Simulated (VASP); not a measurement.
Input of a VASP 6.6.1 run:

INCAR

```
PREC = Accurate
ENCUT = 520
EDIFF = 1E-6
ISMEAR = 0
SIGMA = 0.1
LREAL = F
LASPH = T
NELM = 80
ALGO = Normal
ISIF = 2
LWAVE = F
LCHARG = F
GGA = PE
NBANDS = 22
```

Contents of KPOINTS:

```
Automatic mesh
0
Gamma
  6 6 6
```

File POSCAR:

```
B
1.0
   -2.4957942757      2.4957942757      2.4957942757
    2.4957942757     -2.4957942757      2.4957942757
    2.4957942757      2.4957942757     -2.4957942757
B
8
Direct
    0.2499829168      0.2499829168      0.2499829168
    0.5000000000      0.0000000000      0.2500170832
    0.2500170832      0.5000000000      0.0000000000
    0.0000000000      0.2500170832      0.5000000000
    0.7500170832      0.7500170832      0.7500170832
    0.5000000000      0.0000000000      0.7499829168
    0.7499829168      0.5000000000      0.0000000000
    0.0000000000      0.7499829168      0.5000000000
```

Potentials or basis: VASP PAW PBE potentials, release 64 (B).

Launch:

```sh
$ cat potpaw_PBE.64/B/POTCAR > POTCAR
$ mpirun -np 1 vasp_std > vasp.out
```

(1) What does it give for the band gap on the k mesh?

(2) What does it give for the pressure?

## Answers

(1) none (metal or under the smearing width).

(2) 0.0 GPa.
